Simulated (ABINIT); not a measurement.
The system is ZrB2.

```
Zr B
1.0
     3.17000    0.00000    0.00000
    -1.58500    2.74530    0.00000
     0.00000    0.00000    3.53300
Zr B
1 2
Direct
  0.00000 0.00000 0.00000
  0.66667 0.33333 0.50000
  0.33333 0.66667 0.50000
```

Base run:

| Property | Result |
| --- | --- |
| Program | ABINIT 10.8.3 (patched build) |
| Functional | AM05 |
| Potentials or basis | JTH PAW PBE v2.0 |
| Cutoff | 463 eV |
| k mesh | 10 × 10 × 8 |
| Occupations | fermi-dirac, width 0.05 eV |
| Spin | no spin polarisation |

Its results: band gap on the k mesh none (metal or under the smearing width); pressure -4.9 GPa.

**Question.** The run is repeated on the same cell with these changes: functional from AM05 to revPBE. What comes out?

**Answer.** Band gap on the k mesh none (metal or under the smearing width); pressure 3.3 GPa.

revPBE binds less tightly than AM05, so the same cell stands under more pressure.

Caveats: the PAW data sets were made with another functional, which shifts forces and pressure a little.

Not every run made on this cell is shown here.
